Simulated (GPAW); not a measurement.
# CuO (F-43m) in GPAW: further runs

One crystal, CuO, is run at these levels: PBE, LDA+U; tasks: single point.

Everything below comes from runs of GPAW 26.7.0. Logs are shortened: lines on timing, memory, paths and dates and some standing lists are left out, and cuts for length are marked. The log counts tension as positive stress, the text compression.

### Step 1. Starting point

Symmetry: F-43m, No. 216, cubic system. Conventional cell: a = 4.655 Å, b = 4.655 Å, c = 4.655 Å, α = 90.00°, β = 90.00°, γ = 90.00°. Around Cu (site symmetry -43m) lie 4 O at 2.02 Å. O (site symmetry -43m) has 4 Cu at 2.02 Å as nearest neighbours.

Measurements of this composition are mostly on another form, of space group No. 15.

### Step 2. Single point, PBE

The input, run.py:

```python
from ase.dft.bandgap import bandgap
from ase.io import read, write
from ase.units import GPa
from gpaw import GPAW, PW

atoms = read('POSCAR')

calc = GPAW(mode=PW(650),
            xc='PBE',
            kpts={'size': (8, 8, 8), 'gamma': True},
            occupations={'name': 'fermi-dirac', 'width': 0.05},
            nbands=19,
            maxiter=120,
            txt='gpaw.txt')
atoms.calc = calc
energy = atoms.get_potential_energy()
forces = atoms.get_forces()
stress = atoms.get_stress()
calc.write('gs.gpw')
write('result.traj', atoms)
print(f'Energy: {energy:.6f} eV')
print('Forces (eV/A):')
print(forces.round(4))
print('Stress (GPa):', (stress / GPa).round(3))
print('Fermi level:', round(calc.get_fermi_level(), 4), 'eV')
print(f'Gap: {bandgap(calc)[0]:.4f} eV, direct: {bandgap(calc, direct=True)[0]:.4f} eV')
```

The input, POSCAR:

```
CuO
1.0
    0.0000000000      2.3272527300      2.3272527300
    2.3272527300      0.0000000000      2.3272527300
    2.3272527300      2.3272527300      0.0000000000
Cu O
1 1
Direct
    0.0000000000      0.0000000000      0.0000000000
    0.2500000000      0.2500000000      0.2500000000
```

Potentials or basis: GPAW PAW data sets (gpaw-data 1.2.1), pw.

Started as:

```bash
> OMP_NUM_THREADS=1 python run.py
```

gpaw.txt:

```text
__  _  _
 | _ |_)|_||  |
 |__||  | ||/\| - 26.7.0

Input parameters:
  mode=PW(ecut=650.0),
  kpts=MonkhorstPack(size=(8, 8, 8), gamma=True),
  maxiter=120,
  nbands=19,
  occupations=Occupations(name='fermi-dirac', width=0.05),
  xc=XC(name='PBE')

Diagonalizing LCAO Hamiltonian
Converting LCAO to pw mode

           O

       Cu

Atoms  # Å, Bohr magnetons
|   | symbol |        x |        y |        z |    initial magnetic moments |
|---|--------|----------|----------|----------|-----------------------------|
| 0 |     Cu | 0.000000 | 0.000000 | 0.000000 | ( 0.0000,  0.0000,  0.0000) |
| 1 |      O | 1.163626 | 1.163626 | 1.163626 | ( 0.0000,  0.0000,  0.0000) |

Unit cell  # Å
| periodic |        x |        y |        z |  lengths |    angles |
|----------|----------|----------|----------|----------|-----------|
|      yes | 0.000000 | 2.327253 | 2.327253 | 3.291232 | 60.000000 |
|      yes | 2.327253 | 0.000000 | 2.327253 | 3.291232 | 60.000000 |
|      yes | 2.327253 | 2.327253 | 0.000000 | 3.291232 | 60.000000 |

Number of symmetries: 24
Symmetry operations  # r_c * U_cc + t_c -> r_c
|    | kind |            matrix            |
|----|------|------------------------------|
|  0 |  E   |  1, 0, 0,  0, 1, 0,  0, 0, 1 |
|  1 |  σ   |  1, 0, 0,  0, 0, 1,  0, 1, 0 |
|  2 |  σ   |  1, 0,-1,  0, 1,-1,  0, 0,-1 |
|  3 |  C3  |  1, 0,-1,  0, 0,-1,  0, 1,-1 |
|  4 |  C3  |  1,-1, 0,  0,-1, 1,  0,-1, 0 |
|  5 |  σ   |  1,-1, 0,  0,-1, 0,  0,-1, 1 |
|  6 |  σ   |  0, 1, 0,  1, 0, 0,  0, 0, 1 |
|  7 |  C3  |  0, 1, 0,  0, 0, 1,  1, 0, 0 |
|  8 |  C2  |  0, 1,-1,  1, 0,-1,  0, 0,-1 |
|  9 |  S4  |  0, 1,-1,  0, 0,-1,  1, 0,-1 |
| 10 |  C3  |  0, 0, 1,  1, 0, 0,  0, 1, 0 |
| 11 |  σ   |  0, 0, 1,  0, 1, 0,  1, 0, 0 |
| 12 |  S4  |  0, 0,-1,  1, 0,-1,  0, 1,-1 |
| 13 |  C3  |  0, 0,-1,  0, 1,-1,  1, 0,-1 |
| 14 |  S4  |  0,-1, 1,  1,-1, 0,  0,-1, 0 |
| 15 |  C2  |  0,-1, 1,  0,-1, 0,  1,-1, 0 |
| 16 |  C3  |  0,-1, 0,  1,-1, 0,  0,-1, 1 |
| 17 |  S4  |  0,-1, 0,  0,-1, 1,  1,-1, 0 |
| 18 |  S4  | -1, 1, 0, -1, 0, 1, -1, 0, 0 |
| 19 |  C3  | -1, 1, 0, -1, 0, 0, -1, 0, 1 |
| 20 |  C3  | -1, 0, 1, -1, 1, 0, -1, 0, 0 |
| 21 |  S4  | -1, 0, 1, -1, 0, 0, -1, 1, 0 |
| 22 |  σ   | -1, 0, 0, -1, 1, 0, -1, 0, 1 |
| 23 |  C2  | -1, 0, 0, -1, 0, 1, -1, 1, 0 |

BZ-sampling:
  Number of BZ points: 512
  Number of IBZ points: 29

  Monkhorst-Pack size: [8, 8, 8]
  Monkhorst-Pack shift: [0.0625, 0.0625, 0.0625]

K-points  # in reciprocal-cell coordinates
|     |                                coordinates |     weight |
|-----|--------------------------------------------|------------|
|   0 | (  0.00000000,   0.00000000,   0.00000000) | 0.00195312 |
|   1 | (  0.12500000,   0.12500000,   0.00000000) | 0.01171875 |
|   2 | (  0.12500000,   0.12500000,   0.12500000) | 0.01562500 |
|   3 | (  0.25000000,   0.12500000,   0.12500000) | 0.02343750 |
|   4 | (  0.25000000,   0.25000000,   0.00000000) | 0.01171875 |
|   5 | (  0.25000000,   0.25000000,   0.12500000) | 0.04687500 |
|   6 | (  0.25000000,   0.25000000,   0.25000000) | 0.01562500 |
|   7 | (  0.37500000,   0.25000000,  -0.37500000) | 0.04687500 |
|   8 | (  0.37500000,   0.25000000,   0.12500000) | 0.04687500 |
|   9 | (  0.37500000,   0.25000000,   0.25000000) | 0.04687500 |
| ... |                                            |            |
|  28 | (  0.50000000,   0.50000000,   0.50000000) | 0.00781250 |

Plane wave coefficients: 960
Cutoff: 650.0 eV

Spin-components: 1 (collinear spins)
Bands:           19
Projectors:      11
Spin-degeneracy: 2
Datatype:        complex128

Parallelization:
  kpt:    1
  domain: 1
  band:   1

Density:
  Valence electrons: 17.0
  Components: 1
  Grid points: [20 20 20]
  Charge: 0.0  # |e|

Potential:
  Grid points: [20 20 20]

species:
  Cu:
    name:    Copper
    Z:       29.0
    valence: 11
    core:    18
    charge:  0.0  # [|e|]
    compensation charges:
      type: gauss
      rc: 0.33  # [Å]
      lmax: 2
    cutoffs:
      filter: 2.06  # [Å]
      core: 2.43  # [Å]
    projectors
    | kind |    occ | energy [eV] | rcut [Å] |
    |------|--------|-------------|----------|
    |   4s |  1.000 |      -4.609 |    1.164 |
    |   4p |  0.000 |      -0.698 |    1.164 |
    |   3d | 10.000 |      -5.039 |    1.058 |
    |    s |        |      22.603 |    1.164 |
    |    p |        |      26.513 |    1.164 |
    |    d |        |      22.172 |    1.058 |

    Using partial waves for Cu as LCAO basis

  O:
    name:    Oxygen
    Z:       8.0
    valence: 6
    core:    2
    charge:  0.0  # [|e|]
    compensation charges:
      type: gauss
      rc: 0.21  # [Å]
      lmax: 2
    cutoffs:
      filter: 1.17  # [Å]
      core: 0.83  # [Å]
    projectors
    | kind |    occ | energy [eV] | rcut [Å] |
    |------|--------|-------------|----------|
    |   2s |  2.000 |     -23.961 |    0.688 |
    |   2p |  4.000 |      -9.029 |    0.598 |
    |    s |        |       3.251 |    0.688 |
    |    p |        |      18.182 |    0.598 |
    |    d |        |       0.000 |    0.619 |

    Using partial waves for O as LCAO basis

Reference energy: -47062.304142  # eV

eigensolver:
  PPCG
  Converge bands: occupied
  niter=2

density mixing:
  MSR1-Mixer
  Pratt-step length: 0.05
  Maximum mixing coefficient: 0.75
  Old densities: 10
  SVD Regularization: 0.005
  Good broyden scale: 1.0
  Trust region scale: 1.0
  Backstep threshold: 4.0
  History deletion threshold: 6.0
  Fourier metric: weight=20.0, sigma=0.015

occupation numbers:
  Fermi-Dirac:
    width: 0.0500  # eV

poisson solver:
  ecut: 5200.0  # eV

xc functional:
  name: PBE with 2 nearest neighbor stencil

convergence criteria:
- Maximum [total energy] change in last 3 cyles: 0.0005 eV / valence electron
- Maximum integral of absolute [dens]ity change: 0.0001 electrons / valence electron
- Maximum integral of absolute [eigenst]ate change: 4e-08 eV^2 / valence electron
maximum number of iterations: 120

SCF iterations
|iter     | |      energy | eigst |  dens |
|---------|-|-------------|-------|-------|
|iter:   1| |  -12.623620 | -0.12 |       |
|iter:   2| |  -11.319889 | -2.00 | -0.88 |
|iter:   3| |   -9.635623 | -1.46 | -0.97 |
|iter:   4| |   -9.614451 | -3.81 | -1.56 |
|iter:   5| |   -9.595939 | -3.40 | -1.71 |
|iter:   6| |   -9.595930 | -5.20 | -2.83 |
|iter:   7| |   -9.595984c| -5.79 | -3.05 |
|iter:   8| |   -9.595977c| -7.01 | -3.86 |
|iter:   9| |   -9.595977c| -8.69c| -4.64c|

Converged in 9 steps
Energy contributions relative to reference atoms: (reference = -47062.304142)

Energy contributions:
  Kinetic:          -5.024089
  Coulomb:           0.943317
  Zero:              0.238002
  External:          0.000000
  Xc:               -5.742766
  Entropy:          -0.020882
  Spinorbit:         0.000000
  ----------------------------
  Free energy:      -9.606418
  Extrapolated:     -9.595977

dipole moment: (-11.125896, -11.125896, -11.125896)  # |e|*Ang

Fermi level: 3.738
Eigenvalues  # (at kpt = [0.000, 0.000, 0.000])
| band index |      eig [eV] | occ [0-2] |
|------------|---------------|-----------|
|          0 |       -14.534 |     2.000 |
|          1 |        -0.629 |     2.000 |
|          2 |        -0.629 |     2.000 |
|          3 |        -0.629 |     2.000 |
|          4 |         1.901 |     2.000 |
|          5 |         1.901 |     2.000 |
|          6 |         4.454 |     0.000 |
|          7 |         4.454 |     0.000 |
|          8 |         4.454 |     0.000 |
|          9 |         4.618 |     0.000 |
|         10 |        17.564 |     0.000 |
|         11 |        17.564 |     0.000 |
|         12 |        17.564 |     0.000 |
|         13 |        23.984 |     0.000 |
|        ... |               |           |
|         18 |        26.027 |     0.000 |

No gap
No difference between direct/indirect transitions

Forces  # eV/Ang
|        x |        y |        z |
|----------|----------|----------|
|  0.00000 |  0.00000 | -0.00000 |  # Cu   0
| -0.00000 | -0.00000 |  0.00000 |  # O    1

Stress tensor  # eV/Ang^3
|         x |         y |         z |
|-----------|-----------|-----------|
|  0.063843 |  0.000000 | -0.000000 |
|  0.000000 |  0.063843 | -0.000000 |
| -0.000000 | -0.000000 |  0.063843 |

# Writing to gs.gpw (mode='')
```

Wall time 13 s (1 thread of Intel Xeon Platinum 8175M at 2.50GHz (Skylake/Cascade Lake), shared host); peak memory 0.15 GiB.

Results:

- Free energy: -9.6064 eV
- Pressure: -10.2 GPa
- Band gap on the k mesh: none (metal or under the smearing width)

Levels at points of the mesh, in eV from the Fermi level:
| k point | band 5 | band 6 | band 7 | band 8 | band 9 | band 10 | band 11 | band 12 | band 13 | band 14 |
| --- | --- | --- | --- | --- | --- | --- | --- | --- | --- | --- |
| (0.00, 0.00, 0.00) | -1.84 | -1.84 | 0.72 | 0.72 | 0.72 | 0.88 | 13.83 | 13.83 | 13.83 | 20.25 |
| (0.50, 0.50, 0.00) | -2.04 | -1.64 | -1.28 | -1.02 | -1.02 | 5.77 | 9.20 | 11.35 | 14.11 | 14.11 |
| (0.50, 0.50, 0.50) | -1.74 | -1.74 | -1.66 | -0.01 | -0.01 | 5.81 | 7.62 | 13.49 | 13.49 | 17.31 |

Caveat: with this Cu data set, volumes or pressures lay over 1.5 % or 2 GPa off other programs in two to four cells of ten; the cutoff is short for stress and forces, so pressures can be off by a GPa or more; an odd number of electrons without spin polarisation forces a metal; a magnetic or distorted state may lie lower; the run has no spin polarisation, though such a crystal can be magnetic; semilocal functionals often make such compounds metallic where correlation or magnetic order opens a gap, which also shifts bond lengths.

### Step 3. Single point, LDA+U

Edit run.py of step 2 so:

```diff
@@ -1,3 +1,4 @@
+from ase import Atoms
 from ase.dft.bandgap import bandgap
-from ase.io import read, write
+from ase.io import write
 from ase.units import GPa
@@ -5,8 +6,15 @@
 
-atoms = read('POSCAR')
+atoms = Atoms(['Cu', 'O'],
+              cell=[[0.0, 2.32725273, 2.32725273],
+                    [2.32725273, 0.0, 2.32725273],
+                    [2.32725273, 2.32725273, 0.0]],
+              scaled_positions=[[0.0, 0.0, 0.0],
+                                [0.25, 0.25, 0.25]],
+              pbc=True)
 
 calc = GPAW(mode=PW(650),
-            xc='PBE',
+            xc='LDA',
             kpts={'size': (8, 8, 8), 'gamma': True},
             occupations={'name': 'fermi-dirac', 'width': 0.05},
+            setups={'Cu': ':d,8.0'},
             nbands=19,
```

Potentials or basis: the program's PAW data sets (release 1.2.1) made for this functional, pw.

Started as:

```bash
> OMP_NUM_THREADS=1 python run.py
```

Run time: 8.9 s. Hardware: 1 thread of Arm Neoverse V1, shared host; peak memory 0.14 GiB.

Results (log left out):

```yaml
Free_energy: -10.4137 eV
Pressure: -20.8 GPa
Band_gap_on_the_k_mesh: none (metal or under the smearing width)
```

Levels at points of the mesh, in eV from the Fermi level:
| k point | band 5 | band 6 | band 7 | band 8 | band 9 | band 10 | band 11 | band 12 | band 13 | band 14 |
| --- | --- | --- | --- | --- | --- | --- | --- | --- | --- | --- |
| (0.00, 0.00, 0.00) | -3.03 | -3.03 | 0.78 | 0.78 | 0.78 | 1.98 | 14.99 | 14.99 | 14.99 | 21.09 |
| (0.50, 0.50, 0.00) | -2.86 | -2.63 | -1.91 | -1.18 | -1.18 | 6.66 | 10.35 | 11.89 | 15.06 | 15.06 |
| (0.50, 0.50, 0.50) | -2.85 | -2.85 | -2.33 | 0.03 | 0.03 | 6.92 | 8.42 | 14.48 | 14.48 | 18.23 |

Caveat: with this Cu data set, volumes or pressures lay over 1.5 % or 2 GPa off other programs in two to four cells of ten; the cutoff is short for stress and forces, so pressures can be off by a GPa or more; an odd number of electrons without spin polarisation forces a metal; a magnetic or distorted state may lie lower; the run has no spin polarisation, though such a crystal can be magnetic; U without spin polarisation on a metal has little footing.
